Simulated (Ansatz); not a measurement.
## Strain response of HfN

Theory: DFT PBEsol, scalar-relativistic, plane waves, PAW (Ansatz 0.2.0). Run with 420 eV cutoff, 16×16×12 k-mesh, Gaussian smearing of 0.10 eV, no spin polarisation.

Starting point, cell and atoms relaxed:

```
CELL_PARAMETERS angstrom
2.25087 2.25087 0.00000
-2.25087 2.25087 0.00000
0.00000 0.00000 4.50174
ATOMIC_POSITIONS crystal
Hf 0.00000 0.00000 0.00000
Hf 0.50000 0.50000 0.50000
N 0.50000 0.50000 0.00000
N 0.00000 0.00000 0.50000
```

Deformation: all cell vectors scaled alike, the atoms relaxed, all within the symmetry that the strain leaves. Energies are extrapolated to zero smearing. On this cell's mesh the reference holds a stress of up to 0.29 GPa.

Spin–orbit coupling is left out, which can shift energies with elements as heavy as these.

```csv
strain (%),ΔE (meV/atom),a (Å),b (Å),c (Å)
-4.5,213.4,3.040,3.040,4.299
-3.0,90.0,3.088,3.088,4.367
-1.5,21.3,3.135,3.135,4.434
+0.0,0.0,3.183,3.183,4.502
+1.5,19.7,3.231,3.231,4.569
+3.0,74.7,3.279,3.279,4.637
+4.5,160.2,3.326,3.326,4.704
```

(1) What stiffness (1/V) d²E/dε² at zero strain does a cubic fit over all points give?

## Answers

(1) A cubic fit gives (1/V) d²E/dε² = 2594 GPa at zero strain (nine times the bulk modulus at fixed shape).